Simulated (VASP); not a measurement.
**GaN in VASP: one cell, several levels of theory**

Aim: gap, levels, forces and stress of GaN built on the zincblende prototype, under -2.0 % equal strain in all directions at fixed geometry. Runs: PBE, r2SCAN.

Program: VASP 6.6.1. PAW datasets, plane waves. Computed at 0 K without zero-point motion; spin polarisation is off.

### 1 Starting point

The cell comes from an earlier relaxation with r2SCAN in another program.

Space group F-43m (No. 216), cubic; conventional cell a = 4.408 Å, 10.71 Å³ an atom. Around Ga lie 4 N at 1.91 Å; around N lie 4 Ga at 1.91 Å.

As a file:

```cif
data_structure
_symmetry_space_group_name_H-M 'P 1'
_symmetry_Int_Tables_number 1
_cell_length_a 3.1169
_cell_length_b 3.1169
_cell_length_c 3.1169
_cell_angle_alpha 60.000
_cell_angle_beta 60.000
_cell_angle_gamma 60.000
_cell_volume 21.41
loop_
_atom_site_label
_atom_site_type_symbol
_atom_site_fract_x
_atom_site_fract_y
_atom_site_fract_z
_atom_site_occupancy
Ga1 Ga 0.00000 0.00000 0.00000 1
N1 N 0.25000 0.25000 0.25000 1
```

### 2 PBE

Contents of INCAR:

```
ENCUT = 520.000000
SIGMA = 0.020000
EDIFF = 1.00e-07
GGA = PE
PREC = Accurate
IBRION = -1
ISIF = 2
ISMEAR = -1
NBANDS = 16
NELM = 120
NSW = 0
LASPH = .TRUE.
LCHARG = .FALSE.
LWAVE = .FALSE.
LREAL = .FALSE.
```

Contents of KPOINTS:

```
KPOINTS created by Atomic Simulation Environment
0
Gamma
10 10 10
0 0 0
```

Contents of KPOINTS_OPT:

```
special points
6
Reciprocal
0.0000000000 0.0000000000 0.0000000000 1
-0.5000000000 -0.5000000000 0.0000000000 1
-0.3750000000 -0.3750000000 0.2500000000 1
-0.3750000000 0.0000000000 0.3750000000 1
0.0000000000 0.0000000000 0.5000000000 1
-0.5000000000 -0.2500000000 0.2500000000 1
```

Contents of POSCAR:

```
Ga N
 1.0000000000000000
     0.0000000000000000    2.2039734903000001    2.2039734903000001
     2.2039734903000001    0.0000000000000000    2.2039734903000001
     2.2039734903000001    2.2039734903000001    0.0000000000000000
 Ga  N
   1   1
Cartesian
  0.0000000000000000  0.0000000000000000  0.0000000000000000
  1.1019867451500001  1.1019867451500001  1.1019867451500001
```

Potentials: the recommended PBE PAW datasets, 18 valence electrons in the neutral cell.

The run is started by

```sh
> mpirun -np 1 vasp_std
```

Printed to the terminal (iteration lines stand in OSZICAR):

```text
POSCAR found type information on POSCAR GaN
 POSCAR found :  2 types and       2 ions
 LDA part: xc-table for (Slater+PW92), standard interpolation
 POSCAR, INCAR and KPOINTS ok, starting setup
 FFT: planning ... GRIDC
 FFT: planning ... GRID_SOFT
 FFT: planning ... GRID
 WAVECAR not read
 entering main loop
 Start KPOINTS_OPT (optional k-point list driver)
k-point batch [1-6\6]
```

OSZICAR:

```text
N       E                     dE             d eps       ncg     rms          rms(c)
DAV:   1     0.814737343169E+02    0.81474E+02   -0.93168E+03  1688   0.206E+03
DAV:   2    -0.871127442648E+01   -0.90185E+02   -0.84575E+02  1736   0.329E+02
DAV:   3    -0.140862405633E+02   -0.53750E+01   -0.53548E+01  1728   0.695E+01
DAV:   4    -0.141467356446E+02   -0.60495E-01   -0.60488E-01  1944   0.769E+00
DAV:   5    -0.141474889598E+02   -0.75332E-03   -0.75331E-03  1768   0.755E-01    0.797E+00
DAV:   6    -0.120257386866E+02    0.21218E+01   -0.48379E+00  2312   0.420E+01    0.268E+00
DAV:   7    -0.120386378887E+02   -0.12899E-01   -0.35849E-01  1608   0.642E+00    0.180E+00
DAV:   8    -0.120348524080E+02    0.37855E-02   -0.47317E-02  1792   0.344E+00    0.689E-01
DAV:   9    -0.120311800013E+02    0.36724E-02   -0.14379E-02  2256   0.299E+00    0.168E-01
DAV:  10    -0.120314321456E+02   -0.25214E-03   -0.15560E-03  1848   0.598E-01    0.684E-02
DAV:  11    -0.120313455579E+02    0.86588E-04   -0.27905E-04  2256   0.245E-01    0.136E-02
DAV:  12    -0.120313505029E+02   -0.49450E-05   -0.27623E-05  1760   0.537E-02    0.122E-02
DAV:  13    -0.120313502768E+02    0.22614E-06   -0.84022E-07  1848   0.156E-02    0.369E-03
DAV:  14    -0.120313502171E+02    0.59734E-07   -0.47598E-08  1352   0.305E-03
   1 F= -.12031350E+02 E0= -.12031350E+02  d E =-.177670E-10
       N       E                     dE             ncg
DAV:   1     0.158364109210E+04   -0.40331E+04      224
DAV:   2     0.107668062903E+04   -0.50696E+03      232
DAV:   3     0.104821093278E+04   -0.28470E+02      224
DAV:   4     0.104792354032E+04   -0.28739E+00      256
DAV:   5     0.104792021193E+04   -0.33284E-02      232
DAV:   6     0.104792010857E+04   -0.10337E-03      280
DAV:   7     0.104792010652E+04   -0.20499E-05      216
DAV:   8     0.104792010645E+04   -0.70215E-07      216
```

The lines after F= are the extra pass for the points of KPOINTS_OPT, at fixed density; their E is not a total energy.

OUTCAR, selected sections:

```text
k-points           NKPTS =     47   k-points in BZ     NKDIM =     47   number of bands    NBANDS=     16

   NELECT =      18.0000    total number of electrons

   dimension x,y,z NGX =    24 NGY =   24 NGZ =   24
   dimension x,y,z NGXF=    48 NGYF=   48 NGZF=   48

  energy-cutoff  :      520.00
  volume of cell :       21.41
      direct lattice vectors                 reciprocal lattice vectors
     0.000000000  2.203973490  2.203973490    -0.226862983  0.226862983  0.226862983
     2.203973490  0.000000000  2.203973490     0.226862983 -0.226862983  0.226862983
     2.203973490  2.203973490  0.000000000     0.226862983  0.226862983 -0.226862983

 k-points in reciprocal lattice and weights: KPOINTS created by Atomic Simulation Env
   0.00000000  0.00000000  0.00000000       0.001
   0.10000000  0.00000000  0.00000000       0.008
   0.20000000  0.00000000  0.00000000       0.008
   0.30000000  0.00000000  0.00000000       0.008
   0.40000000  0.00000000  0.00000000       0.008
   0.50000000  0.00000000  0.00000000       0.004
   0.10000000  0.10000000  0.00000000       0.006
   0.20000000  0.10000000  0.00000000       0.024
[... 39 more k-points ...]

 E-fermi :   6.4091

 k-point     1 :       0.0000    0.0000    0.0000
  band No.  band energies     occupation
      1     -10.4938      2.00000
      2      -7.4819      2.00000
      3      -7.4819      2.00000
      4      -7.4819      2.00000
      5      -7.0882      2.00000
      6      -7.0882      2.00000
      7       6.0344      2.00000
      8       6.0344      2.00000
      9       6.0344      2.00000
     10       8.1899      0.00000
     11      16.7586      0.00000
     12      16.7586      0.00000
     13      16.7586      0.00000
     14      24.5359      0.00000
     15      25.4006      0.00000
     16      25.4006      0.00000

 k-point     2 :       0.1000    0.0000    0.0000
  band No.  band energies     occupation
      1     -10.3686      2.00000
      2      -7.4654      2.00000
      3      -7.4654      2.00000
      4      -7.4476      2.00000
      5      -7.0899      2.00000
      6      -7.0899      2.00000
      7       4.9565      2.00000
      8       5.9182      2.00000
      9       5.9182      2.00000
     10       9.0001      0.00000
     11      16.2596      0.00000
     12      16.9359      0.00000
     13      16.9359      0.00000
     14      24.0516      0.00000
     15      24.0516      0.00000
     16      24.1365      0.00000

 k-point     3 :       0.2000    0.0000    0.0000
  band No.  band energies     occupation
      1     -10.0446      2.00000
      2      -7.4270      2.00000
      3      -7.4270      2.00000
      4      -7.2971      2.00000
      5      -7.0887      2.00000
      6      -7.0887      2.00000
      7       3.0626      2.00000
      8       5.6327      2.00000
      9       5.6327      2.00000
     10      10.0944      0.00000
     11      15.4650      0.00000
     12      17.2110      0.00000
     13      17.2110      0.00000
     14      22.9830      0.00000
     15      23.2638      0.00000
     16      23.2638      0.00000

 k-point     4 :       0.3000    0.0000    0.0000
  band No.  band energies     occupation
      1      -9.6781      2.00000
      2      -7.3928      2.00000
      3      -7.3928      2.00000
      4      -7.0726      2.00000
      5      -7.0726      2.00000
      6      -6.9070      2.00000
      7       1.0584      2.00000
      8       5.3100      2.00000
      9       5.3100      2.00000
     10      10.8091      0.00000
     11      15.0662      0.00000
     12      17.1515      0.00000
     13      17.1515      0.00000
     14      22.2995      0.00000
     15      23.8317      0.00000
     16      23.8317      0.00000

 k-point     5 :       0.4000    0.0000    0.0000
  band No.  band energies     occupation
      1      -9.4400      2.00000
      2      -7.3780      2.00000
      3      -7.3780      2.00000
      4      -7.0455      2.00000
      5      -7.0455      2.00000
      6      -6.2567      2.00000
      7      -0.6708      2.00000
      8       5.0682      2.00000
      9       5.0682      2.00000
     10      11.0851      0.00000
     11      15.0507      0.00000
     12      16.8800      0.00000
     13      16.8800      0.00000
     14      22.1757      0.00000
     15      25.3860      0.00000
     16      25.3860      0.00000

 k-point     6 :       0.5000    0.0000    0.0000
  band No.  band energies     occupation
      1      -9.3671      2.00000
      2      -7.3753      2.00000
      3      -7.3753      2.00000
      4      -7.0318      2.00000
      5      -7.0318      2.00000
      6      -5.8395      2.00000
      7      -1.4567      2.00000
      8       4.9797      2.00000
      9       4.9797      2.00000
     10      11.1364      0.00000
     11      15.0938      0.00000
     12      16.7485      0.00000
     13      16.7485      0.00000
     14      22.2426      0.00000
     15      26.5189      0.00000
     16      26.5189      0.00000

 k-point     7 :       0.1000    0.1000    0.0000
  band No.  band energies     occupation
      1     -10.3272      2.00000
      2      -7.4548      2.00000
      3      -7.4508      2.00000
      4      -7.4508      2.00000
      5      -7.1012      2.00000
      6      -7.0793      2.00000
      7       4.9922      2.00000
      8       5.6905      2.00000
      9       5.6905      2.00000
     10       9.2596      0.00000
     11      15.9192      0.00000
     12      17.1073      0.00000
     13      17.1073      0.00000
     14      21.8337      0.00000
     15      26.0315      0.00000
     16      26.1422      0.00000

 k-point     8 :       0.2000    0.1000    0.0000
  band No.  band energies     occupation
      1     -10.0704      2.00000
      2      -7.4296      2.00000
      3      -7.4111      2.00000
      4      -7.3480      2.00000
      5      -7.1034      2.00000
      6      -7.0707      2.00000
      7       3.5984      2.00000
      8       5.3255      2.00000
      9       5.4604      2.00000
     10      10.1847      0.00000
     11      15.2427      0.00000
     12      17.1967      0.00000
     13      17.4704      0.00000
     14      20.7510      0.00000
     15      25.2519      0.00000
     16      25.3068      0.00000

 k-point     9 :       0.3000    0.1000    0.0000
  band No.  band energies     occupation
      1      -9.7208      2.00000
      2      -7.3969      2.00000
      3      -7.3718      2.00000
      4      -7.1670      2.00000
      5      -7.0556      2.00000
      6      -6.9635      2.00000
      7       1.7377      2.00000
      8       4.9802      2.00000
      9       5.1082      2.00000
     10      11.0352      0.00000
     11      14.8451      0.00000
     12      16.7602      0.00000
     13      17.5960      0.00000
     14      21.2627      0.00000
     15      24.3835      0.00000
     16      25.3209      0.00000

 k-point    10 :       0.4000    0.1000    0.0000
  band No.  band energies     occupation
      1      -9.4529      2.00000
      2      -7.3783      2.00000
      3      -7.3524      2.00000
      4      -7.1078      2.00000
      5      -7.0357      2.00000
      6      -6.3959      2.00000
      7      -0.0538      2.00000
      8       4.7044      2.00000
      9       4.7745      2.00000
     10      11.5245      0.00000
     11      14.5909      0.00000
     12      16.6363      0.00000
     13      17.3839      0.00000
     14      22.2688      0.00000
     15      24.4398      0.00000
     16      26.3231      0.00000

 k-point    11 :       0.5000    0.1000    0.0000
  band No.  band energies     occupation
      1      -9.3397      2.00000
      2      -7.3738      2.00000
      3      -7.3495      2.00000
      4      -7.0676      2.00000
      5      -7.0307      2.00000
      6      -5.8150      2.00000
      7      -1.2107      2.00000
      8       4.3919      2.00000
      9       4.7675      2.00000
     10      11.7195      0.00000
     11      14.4037      0.00000
     12      16.8089      0.00000
     13      17.1370      0.00000
     14      22.8720      0.00000
     15      25.4543      0.00000
     16      26.7595      0.00000

 k-point    12 :      -0.4000    0.1000    0.0000
  band No.  band energies     occupation
      1      -9.3623      2.00000
      2      -7.3726      2.00000
      3      -7.3540      2.00000
      4      -7.0549      2.00000
      5      -7.0535      2.00000
      6      -5.9593      2.00000
      7      -0.9458      2.00000
      8       4.2646      2.00000
      9       4.9568      2.00000
     10      11.7374      0.00000
     11      14.4681      0.00000
     12      16.7497      0.00000
     13      17.0940      0.00000
     14      23.1103      0.00000
     15      25.0254      0.00000
     16      26.2153      0.00000

[... the tables of k-points 13 to 47 left out ...]

  Total        2.6527339      2.6527339      2.6527339      0.0000000      0.0000000      0.0000000
  in kB      198.4975630    198.4975630    198.4975630      0.0000000      0.0000000      0.0000000
  external PRESSURE =     198.4975630 kB  Pullay stress =       0.0000000 kB

 POSITION                                       TOTAL-FORCE (eV/Angst)
 -----------------------------------------------------------------------------------
      0.00000      0.00000      0.00000         0.000000      0.000000      0.000000
      1.10199      1.10199      1.10199        -0.000000     -0.000000     -0.000000
 -----------------------------------------------------------------------------------
    total drift:                                0.000002      0.000002      0.000001

  FREE ENERGIE OF THE ION-ELECTRON SYSTEM (eV)
  ---------------------------------------------------
  free  energy   TOTEN  =       -12.0313502171 eV

  energy  without entropy=      -12.0313502171  energy(sigma->0) =      -12.03135022
```

Run time: 11 s. Hardware: 1 MPI rank of Intel Xeon Platinum 8488C, shared host; peak memory 0.14 GiB.

The levels at the points of KPOINTS_OPT are read from vasprun.xml.

Levels at the named points, in eV from the top of band v (v: the last filled band by count, c: the next):

```tsv
point	v−1	v	c	c+1
Γ	0.00	0.00	2.16	10.72
X	-2.95	-2.95	3.37	7.05
U	-4.62	-2.37	5.10	8.40
K	-4.62	-2.37	5.10	8.40
L	-1.05	-1.05	5.10	9.06
W	-3.99	-3.98	6.35	9.07
```

Gap with PBE: 2.16 eV, direct (Γ). Pressure: 19.85 GPa; the forces vanish within 0.01 eV/Å.

(Part 1 of 2 ends here.)
